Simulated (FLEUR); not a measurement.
# MnS (Fm-3m) in FLEUR: further runs

Aim: see how the results for MnS move with the level of theory and the settings. Levels: LDA, RPBE. Tasks: band structure, equation of state.

Everything below comes from runs of FLEUR MaX-R8.1 (later development tree). Logs are shortened: lines on timing, memory, paths and dates and some standing lists are left out, and cuts for length are marked.

## 1. The crystal as given

It takes space group Fm-3m (No. 225, cubic). Conventional cell: a = 5.209 Å, b = 5.209 Å, c = 5.209 Å, α = 90.00°, β = 90.00°, γ = 90.00°. Mn (site symmetry m-3m) is surrounded by 6 S at 2.60 Å. S (site symmetry m-3m) has 6 Mn at 2.60 Å as nearest neighbours.

## 2. Band structure, LDA, collinear spin, ferromagnetic start

Input file inp.xml:

```xml
<?xml version="1.0" encoding="UTF-8" standalone="no"?>
<fleurInput fleurInputVersion="0.39">
   <comment>
      MnS                                                                                                 
   </comment>
   <calculationSetup>
      <cutoffs Kmax="4.58" Gmax="14.2" GmaxXC="14.2" numbands="0"/>
      <scfLoop itmax="60" minDistance="0.00001" maxIterBroyd="15" imix="Anderson" alpha="0.05" precondParam="0.0" spinf="2.0" sdNocoIR="T"/>
      <coreElectrons ctail="T" frcor="F" kcrel="0" coretail_lmax="0"/>
      <xcFunctional name="vwn" relativisticCorrections="F"/>
      <magnetism jspins="2"/>
      <soc l_soc="F" theta="0.0" phi="0.0" spav="F"/>
      <expertModes spex="0" secvar="F"/>
      <geometryOptimization l_f="F" forcealpha="1.0" forcemix="BFGS" epsdisp="0.00001" epsforce="0.00001"/>
      <ldaU l_linMix="F" mixParam="0.05" spinf="1.0"/>
   </calculationSetup>
   <cell>
      <bzIntegration valenceElectrons="21.0" mode="hist" fermiSmearingEnergy="0.00183747">
         <kPointListSelection listName="default-1"/>
         <!-- k-points included here -->
         <xi:include xmlns:xi="http://www.w3.org/2001/XInclude" href="kpts.xml"> </xi:include>
      </bzIntegration>
      <!-- symmetry operations included here -->
      <xi:include xmlns:xi="http://www.w3.org/2001/XInclude" href="sym.xml"> </xi:include>
      <bulkLattice scale="1.0">
         <bravaisMatrix>
[... 31 lines left out ...]
         </electronConfig>
         <energyParameters s="3" p="3" d="3" f="4"/>
         <lo type="SCLO" l="0" n="3" eDeriv="2"/>
         <lo type="SCLO" l="1" n="3" eDeriv="2"/>
         <lo type="SCLO" l="2" n="3" eDeriv="2"/>
         <lo type="SCLO" l="3" n="4" eDeriv="2"/>
      </species>
   </atomSpecies>
   <atomGroups>
      <atomGroup species="Manganese 4.000">
         <relPos label="                   1">.0000000000 .0000000000 .0000000000</relPos>
         <force calculate="T" relaxXYZ="TTT"/>
      </atomGroup>
      <atomGroup species="Sulfur (S)">
         <relPos label="                   2">1.000/2.000 1.000/2.000 1.000/2.000</relPos>
         <force calculate="T" relaxXYZ="TTT"/>
      </atomGroup>
   </atomGroups>
   <output dos="F" band="F" slice="F">
      <checks vchk="F" cdinf="F"/>
      <bandDOS minEnergy="-.5*Htr" maxEnergy="0.5*Htr" sigma="0.015" storeEVData="T"/>
      <vacuumDOS vacdos="F" integ="F" star="F" nstars="0" locx1="0.0" locy1="0.0" locx2="0.0" locy2="0.0" nstm="0" tworkf="0.0"/>
      <unfoldingBand unfoldBand="F" supercellX="1" supercellY="1" supercellZ="1"/>
      <plotting iplot="0" polar="F">
         <plot TwoD="T" vec1="  1.0  0.0  0.0" vec2="  0.0  1.0  0.0" vec3="  0.0  0.0  1.0" zero="  0.0  0.0  0.0" file="plot"/>
      </plotting>
      <chargeDensitySlicing numkpt="0" minEigenval="0.0" maxEigenval="0.0" nnne="0" pallst="F"/>
      <specialOutput eonly="F"/>
      <moessbauerParams electricFieldGradient="T" isomerShift="T" coreHyperfine="T" valenceHyperfine="T"/>
      <magneticCircularDichroism mcd="F" energyLo="-10.0" energyUp="0.0"/>
   </output>
  <!-- We include the file relax.xml here to enable relaxations (see documentation) -->
  <xi:include xmlns:xi="http://www.w3.org/2001/XInclude" href="relax.xml"> <xi:fallback/> </xi:include>
</fleurInput>
```

Input file crystal.txt:

```
MnS
&input cartesian=F /
0.0000000000  2.6045000000  2.6045000000
2.6045000000  0.0000000000  2.6045000000
2.6045000000  2.6045000000  0.0000000000
1.8897261246
1.0 1.0 1.0

2
25 0.0000000000  0.0000000000  0.0000000000 : 4.000
16 0.5000000000  0.5000000000  0.5000000000

&kpt div1=9 div2=9 div3=9 gamma=T /
```

Input file inp.xml (bands):

```
<?xml version="1.0" encoding="UTF-8" standalone="no"?>
<fleurInput fleurInputVersion="0.39">
   <comment>
      MnS                                                                                                 
   </comment>
   <calculationSetup>
      <cutoffs Kmax="4.58" Gmax="14.2" GmaxXC="14.2" numbands="0"/>
      <scfLoop itmax="60" minDistance="0.00001" maxIterBroyd="15" imix="Anderson" alpha="0.05" precondParam="0.0" spinf="2.0" sdNocoIR="T"/>
      <coreElectrons ctail="T" frcor="F" kcrel="0" coretail_lmax="0"/>
      <xcFunctional name="vwn" relativisticCorrections="F"/>
      <magnetism jspins="2"/>
      <soc l_soc="F" theta="0.0" phi="0.0" spav="F"/>
      <expertModes spex="0" secvar="F"/>
      <geometryOptimization l_f="F" forcealpha="1.0" forcemix="BFGS" epsdisp="0.00001" epsforce="0.00001"/>
      <ldaU l_linMix="F" mixParam="0.05" spinf="1.0"/>
   </calculationSetup>
   <cell>
      <bzIntegration valenceElectrons="21.0" mode="hist" fermiSmearingEnergy="0.00183747">
         <kPointListSelection listName="path-1"/>
         <!-- k-points included here -->
         <xi:include xmlns:xi="http://www.w3.org/2001/XInclude" href="kpts.xml"> </xi:include>
      </bzIntegration>
      <!-- symmetry operations included here -->
      <xi:include xmlns:xi="http://www.w3.org/2001/XInclude" href="sym.xml"> </xi:include>
      <bulkLattice scale="1.0">
[... 31 lines left out ...]
            <stateOccupation state="(3p3/2)" spinUp="1.333333" spinDown="1.333333"/>
         </electronConfig>
         <energyParameters s="3" p="3" d="3" f="4"/>
         <lo type="SCLO" l="0" n="3" eDeriv="2"/>
         <lo type="SCLO" l="1" n="3" eDeriv="2"/>
         <lo type="SCLO" l="2" n="3" eDeriv="2"/>
         <lo type="SCLO" l="3" n="4" eDeriv="2"/>
      </species>
   </atomSpecies>
   <atomGroups>
      <atomGroup species="Manganese 4.000">
         <relPos label="                   1">.0000000000 .0000000000 .0000000000</relPos>
         <force calculate="T" relaxXYZ="TTT"/>
      </atomGroup>
      <atomGroup species="Sulfur (S)">
         <relPos label="                   2">1.000/2.000 1.000/2.000 1.000/2.000</relPos>
         <force calculate="T" relaxXYZ="TTT"/>
      </atomGroup>
   </atomGroups>
   <output dos="F" band="T" slice="F">
      <checks vchk="F" cdinf="F"/>
      <bandDOS minEnergy="-.5*Htr" maxEnergy="0.5*Htr" sigma="0.015" storeEVData="T"/>
      <vacuumDOS vacdos="F" integ="F" star="F" nstars="0" locx1="0.0" locy1="0.0" locx2="0.0" locy2="0.0" nstm="0" tworkf="0.0"/>
      <unfoldingBand unfoldBand="F" supercellX="1" supercellY="1" supercellZ="1"/>
      <plotting iplot="0" polar="F">
         <plot TwoD="T" vec1="  1.0  0.0  0.0" vec2="  0.0  1.0  0.0" vec3="  0.0  0.0  1.0" zero="  0.0  0.0  0.0" file="plot"/>
      </plotting>
      <chargeDensitySlicing numkpt="0" minEigenval="0.0" maxEigenval="0.0" nnne="0" pallst="F"/>
      <specialOutput eonly="F"/>
      <moessbauerParams electricFieldGradient="T" isomerShift="T" coreHyperfine="T" valenceHyperfine="T"/>
      <magneticCircularDichroism mcd="F" energyLo="-10.0" energyUp="0.0"/>
   </output>
  <!-- We include the file relax.xml here to enable relaxations (see documentation) -->
  <xi:include xmlns:xi="http://www.w3.org/2001/XInclude" href="relax.xml"> <xi:fallback/> </xi:include>
</fleurInput>
```

Potentials or basis: all-electron, FLAPW.

Run with:

```console
$ inpgen -f crystal.txt -profile fastHighL
$ # inp.xml edited to the form shown
$ fleur_MPI
$ fleur_MPI   # second run, on inp.xml (bands)
```

Standard output:

```text
Welcome to FLEUR        (www.flapw.de)
      MaX-Release 8.1          (www.max-centre.eu)

 ========== k-point set info ==========
 Selected k-point list: default-1
 k-point list type: mesh
 9 x 9 x 9
 Number of k points: 35

 ------------Calculation Setup---------------------------
 Number of MPI-tasks      :            1
 Number of PE/node        :            1
 Number of OMP-threads    :            1
 Most efficient MPI parallelization for:
           1           5           7          35
 Additional eigenvalue parallelization possible
 Number of basis functions:          464
 Approximate size of matrices (H+S) per k-point:         0.003 GB
 --------------------------------------------------------
 Iteration:     1   Distance:       6.76490321 me/bohr^3
 Iteration:     2   Distance:       6.31821098 me/bohr^3
 Iteration:     3   Distance:       2.42150638 me/bohr^3
 Iteration:     4   Distance:       1.54030845 me/bohr^3
 Iteration:     5   Distance:       1.42994468 me/bohr^3
 Iteration:     6   Distance:       0.50856375 me/bohr^3
 Iteration:     7   Distance:       0.30069987 me/bohr^3
 Iteration:     8   Distance:       0.24416938 me/bohr^3
 Iteration:     9   Distance:       0.03630359 me/bohr^3
 Iteration:    10   Distance:       0.02767463 me/bohr^3
 Iteration:    11   Distance:       0.02245055 me/bohr^3
 Iteration:    12   Distance:       0.00586948 me/bohr^3
 Iteration:    13   Distance:       0.00030178 me/bohr^3
 Iteration:    14   Distance:       0.00024288 me/bohr^3
 Iteration:    15   Distance:       0.00003111 me/bohr^3
 Iteration:    16   Distance:       0.00002962 me/bohr^3
 Iteration:    17   Distance:       0.00002158 me/bohr^3
 Iteration:    18   Distance:       0.00000413 me/bohr^3

 ********************************************************************
 Run finished successfully
 Stop message:
   all done
 ********************************************************************
```

Wall time 89 s (1 thread of Arm Neoverse V1, shared host); peak memory 0.07 GiB.

Results:

* Free energy: -42302.2518 eV
* Band gap along the path: none (metal or under the smearing width)
* Net moment: 4.58 μB per cell
* Site moments: Mn +4.19; S +0.13 μB
* Valence electrons inside the program's atomic spheres: Mn 13.57; S 4.34 (radii Mn 2.42, S 2.14 bohr)

Levels at the corners of the path, in eV from the Fermi level:
Spin up:
```csv
point,band 9,band 10,band 11,band 12,band 13,band 14,band 15,band 16,band 17
Γ,-3.10,-3.10,-1.84,-1.84,-1.84,1.66,8.54,8.54,8.54
X,-3.45,-2.84,-2.49,-2.49,-2.05,0.83,5.48,10.05,11.86
W,-2.49,-2.47,-2.47,-2.23,-1.91,4.12,6.60,7.09,7.09
K,-2.91,-2.57,-2.32,-2.04,-1.27,2.50,6.18,8.36,8.83
Γ,-3.10,-3.10,-1.84,-1.84,-1.84,1.66,8.54,8.54,8.54
L,-2.63,-2.63,-2.27,0.53,0.53,2.76,5.33,5.33,8.45
U,-2.91,-2.57,-2.32,-2.04,-1.27,2.50,6.18,8.36,8.83
W,-2.49,-2.47,-2.47,-2.23,-1.91,4.12,6.60,7.09,7.09
L,-2.63,-2.63,-2.27,0.53,0.53,2.76,5.33,5.33,8.45
K,-2.91,-2.57,-2.32,-2.04,-1.27,2.50,6.18,8.36,8.83
U,-2.91,-2.57,-2.32,-2.04,-1.27,2.50,6.18,8.36,8.83
X,-3.45,-2.84,-2.49,-2.49,-2.05,0.83,5.48,10.05,11.86
```
Spin down:
| point | band 6 | band 7 | band 8 | band 9 | band 10 | band 11 |
| --- | --- | --- | --- | --- | --- | --- |
| Γ | -1.56 | -1.56 | -1.56 | 0.12 | 0.12 | 0.12 |
| X | -5.48 | -3.09 | -3.09 | -0.96 | 0.66 | 1.31 |
| W | -4.67 | -4.67 | -4.12 | 0.82 | 0.82 | 1.06 |
| K | -5.07 | -4.73 | -3.28 | 0.10 | 1.18 | 1.33 |
| Γ | -1.56 | -1.56 | -1.56 | 0.12 | 0.12 | 0.12 |
| L | -6.35 | -3.32 | -3.32 | 1.08 | 1.08 | 1.26 |
| U | -5.07 | -4.73 | -3.28 | 0.10 | 1.18 | 1.33 |
| W | -4.67 | -4.67 | -4.12 | 0.82 | 0.82 | 1.06 |
| L | -6.35 | -3.32 | -3.32 | 1.08 | 1.08 | 1.26 |
| K | -5.07 | -4.73 | -3.28 | 0.10 | 1.18 | 1.33 |
| U | -5.07 | -4.73 | -3.28 | 0.10 | 1.18 | 1.33 |
| X | -5.48 | -3.09 | -3.09 | -0.96 | 0.66 | 1.31 |

Core levels (eV from the Fermi level):
```tsv
atom	levels
1 Mn	1s1/2 -6406.8, 2s1/2 -736.1, 2p1/2 -630.5, 2p3/2 -620.1
2 S	1s1/2 -2391.1, 2s1/2 -205.0, 2p1/2 -151.5, 2p3/2 -150.3
```

Caveat: a cell with one magnetic atom can't hold antiferromagnetic order, which such compounds often take; semilocal functionals often make such compounds metallic where correlation or magnetic order opens a gap, which also shifts bond lengths.

## 3. Equation of state, LDA, collinear spin, ferromagnetic start, 16.61 Å³/atom (volume scaled by 0.94)

Changes to inp.xml since step 2:

```diff
@@ -6,3 +6,3 @@
    <calculationSetup>
-      <cutoffs Kmax="4.58" Gmax="14.2" GmaxXC="14.2" numbands="0"/>
+      <cutoffs Kmax="4.73" Gmax="14.7" GmaxXC="14.7" numbands="0"/>
       <scfLoop itmax="60" minDistance="0.00001" maxIterBroyd="15" imix="Anderson" alpha="0.05" precondParam="0.0" spinf="2.0" sdNocoIR="T"/>
@@ -24,3 +24,3 @@
       <xi:include xmlns:xi="http://www.w3.org/2001/XInclude" href="sym.xml"> </xi:include>
-      <bulkLattice scale="1.0">
+      <bulkLattice scale="0.9795861087">
          <bravaisMatrix>
@@ -34,3 +34,3 @@
       <species name="Manganese 4.000" element="Mn" atomicNumber="25">
-         <mtSphere radius="2.42" gridPoints="801" logIncrement="0.015"/>
+         <mtSphere radius="2.35" gridPoints="801" logIncrement="0.015"/>
          <atomicCutoffs lmax="10" lnonsphr="8"/>
@@ -50,3 +50,3 @@
       <species name="Sulfur (S)" element="S" atomicNumber="16">
-         <mtSphere radius="2.14" gridPoints="707" logIncrement="0.016"/>
+         <mtSphere radius="2.07" gridPoints="707" logIncrement="0.016"/>
          <atomicCutoffs lmax="9" lnonsphr="7"/>
```

Potentials or basis: all-electron, FLAPW.

Run with:

```console
$ inpgen -f crystal.txt -profile fastHighL
$ # inp.xml edited to the form shown
$ fleur_MPI
```

Standard output:

```text
Welcome to FLEUR        (www.flapw.de)
      MaX-Release 8.1          (www.max-centre.eu)

 ========== k-point set info ==========
 Selected k-point list: default-1
 k-point list type: mesh
 9 x 9 x 9
 Number of k points: 35

 ------------Calculation Setup---------------------------
 Number of MPI-tasks      :            1
 Number of PE/node        :            1
 Number of OMP-threads    :            1
 Most efficient MPI parallelization for:
           1           5           7          35
 Additional eigenvalue parallelization possible
 Number of basis functions:          482
 Approximate size of matrices (H+S) per k-point:         0.003 GB
 --------------------------------------------------------
 Iteration:     1   Distance:       5.14121471 me/bohr^3
 Iteration:     2   Distance:       4.80502797 me/bohr^3
 Iteration:     3   Distance:       2.08495274 me/bohr^3
 Iteration:     4   Distance:       1.14721139 me/bohr^3
 Iteration:     5   Distance:       0.83693913 me/bohr^3
 Iteration:     6   Distance:       0.39781616 me/bohr^3
 Iteration:     7   Distance:       0.30177978 me/bohr^3
 Iteration:     8   Distance:       0.25581858 me/bohr^3
 Iteration:     9   Distance:       0.08857060 me/bohr^3
 Iteration:    10   Distance:       0.01197497 me/bohr^3
 Iteration:    11   Distance:       0.01022499 me/bohr^3
 Iteration:    12   Distance:       0.00894730 me/bohr^3
 Iteration:    13   Distance:       0.00164116 me/bohr^3
 Iteration:    14   Distance:       0.00124098 me/bohr^3
 Iteration:    15   Distance:       0.00008527 me/bohr^3
 Iteration:    16   Distance:       0.00008011 me/bohr^3
 Iteration:    17   Distance:       0.00002876 me/bohr^3
 Iteration:    18   Distance:       0.00001832 me/bohr^3
 Iteration:    19   Distance:       0.00000349 me/bohr^3

 ********************************************************************
 Run finished successfully
 Stop message:
   all done
 ********************************************************************
```

out.xml (last iteration):

```text
<iteration numberForCurrentRun="   19" overallNumber="   19">
         <energyParameters units="Htr">
            <atomicEP atomType="1" spin="1" branch="4s" branchLowest="-2.66" branchHighest="1.75" value="0.1447032518"/>
            <atomicEP atomType="1" spin="1" branch="4p" branchLowest="-1.51" branchHighest="2.29" value="0.2774496288"/>
            <atomicEP atomType="1" spin="1" branch="3d" branchLowest="-9.99" branchHighest="0.32" value="0.1884288297"/>
            <atomicEP atomType="1" spin="1" branch="4f" branchLowest="-9.99" branchHighest="3.22" value="0.5887528078"/>
[... 155 lines left out ...]
            <chargeDensity spin="1" distance="0.0000019415"/>
            <chargeDensity spin="2" distance="0.0000026240"/>
            <overallChargeDensity distance="0.0000034940"/>
            <spinDensity distance="0.0000030169"/>
         </densityConvergence>
      </iteration>
```

It took 91 s on 1 thread of Arm Neoverse V1, shared host; peak memory 0.08 GiB.

Results:

| Property | Result |
| --- | --- |
| Free energy | -42302.3949 eV |
| Band gap on the k mesh | none (metal or under the smearing width) |
| Net moment | 4.35 μB per cell |
| Site moments | Mn +3.98; S +0.11 μB |
| Valence electrons inside the program's atomic spheres | Mn 13.51; S 4.14 (radii Mn 2.35, S 2.07 bohr) |

Caveat: a cell with one magnetic atom can't hold antiferromagnetic order, which such compounds often take; semilocal functionals often make such compounds metallic where correlation or magnetic order opens a gap, which also shifts bond lengths.

## 4. Equation of state, LDA, collinear spin, ferromagnetic start, 16.96 Å³/atom (volume scaled by 0.96)

Changes to inp.xml since step 3:

```diff
@@ -24,3 +24,3 @@
       <xi:include xmlns:xi="http://www.w3.org/2001/XInclude" href="sym.xml"> </xi:include>
-      <bulkLattice scale="0.9795861087">
+      <bulkLattice scale="0.9864848297">
          <bravaisMatrix>
```

Run with:

```console
$ inpgen -f crystal.txt -profile fastHighL
$ # inp.xml edited to the form shown
$ fleur_MPI
```

It took 94 s on 1 thread of Arm Neoverse V1, shared host; peak memory 0.09 GiB.

Results (log left out):

* Free energy: -42302.3496 eV
* Band gap on the k mesh: none (metal or under the smearing width)
* Net moment: 4.43 μB per cell
* Site moments: Mn +4.05; S +0.11 μB
* Valence electrons inside the program's atomic spheres: Mn 13.49; S 4.13 (radii Mn 2.35, S 2.07 bohr)

Caveat: a cell with one magnetic atom can't hold antiferromagnetic order, which such compounds often take; semilocal functionals often make such compounds metallic where correlation or magnetic order opens a gap, which also shifts bond lengths.

## 5. Equation of state, LDA, collinear spin, ferromagnetic start, 17.67 Å³/atom

Changes to inp.xml since step 4:

```diff
@@ -24,3 +24,3 @@
       <xi:include xmlns:xi="http://www.w3.org/2001/XInclude" href="sym.xml"> </xi:include>
-      <bulkLattice scale="0.9864848297">
+      <bulkLattice scale="1.0000000000">
          <bravaisMatrix>
```

Run with:

```console
$ inpgen -f crystal.txt -profile fastHighL
$ # inp.xml edited to the form shown
$ fleur_MPI
```

Run time: 94 s. Hardware: 1 thread of Arm Neoverse V1, shared host; peak memory 0.09 GiB.

It converged, with:

| Item | Value |
| --- | --- |
| Free energy | -42302.2519 eV |
| Band gap on the k mesh | none (metal or under the smearing width) |
| Net moment | 4.58 μB per cell |
| Site moments | Mn +4.16; S +0.12 μB |
| Valence electrons inside the program's atomic spheres | Mn 13.44; S 4.12 (radii Mn 2.35, S 2.07 bohr) |

Caveat: a cell with one magnetic atom can't hold antiferromagnetic order, which such compounds often take; semilocal functionals often make such compounds metallic where correlation or magnetic order opens a gap, which also shifts bond lengths.

## 6. Equation of state, LDA, collinear spin, ferromagnetic start, 18.37 Å³/atom (volume scaled by 1.04)

Changes to inp.xml since step 5:

```diff
@@ -24,3 +24,3 @@
       <xi:include xmlns:xi="http://www.w3.org/2001/XInclude" href="sym.xml"> </xi:include>
-      <bulkLattice scale="1.0000000000">
+      <bulkLattice scale="1.0131594038">
          <bravaisMatrix>
```

Potentials or basis: all-electron, FLAPW.

Run with:

```console
$ inpgen -f crystal.txt -profile fastHighL
$ # inp.xml edited to the form shown
$ fleur_MPI
```

It took 1.7 min on 1 thread of Arm Neoverse V1, shared host; peak memory 0.09 GiB.

The run converged. Its results:

```
Free energy                                           : -42302.1453 eV
Band gap on the k mesh                                : none (metal or under the smearing width)
Net moment                                            : 4.68 μB per cell
Site moments                                          : Mn +4.23; S +0.13 μB
Valence electrons inside the program's atomic spheres : Mn 13.40; S 4.10 (radii Mn 2.35, S 2.07 bohr)
```

Caveat: a cell with one magnetic atom can't hold antiferromagnetic order, which such compounds often take; semilocal functionals often make such compounds metallic where correlation or magnetic order opens a gap, which also shifts bond lengths.

(Continued in part 2 of 2.)
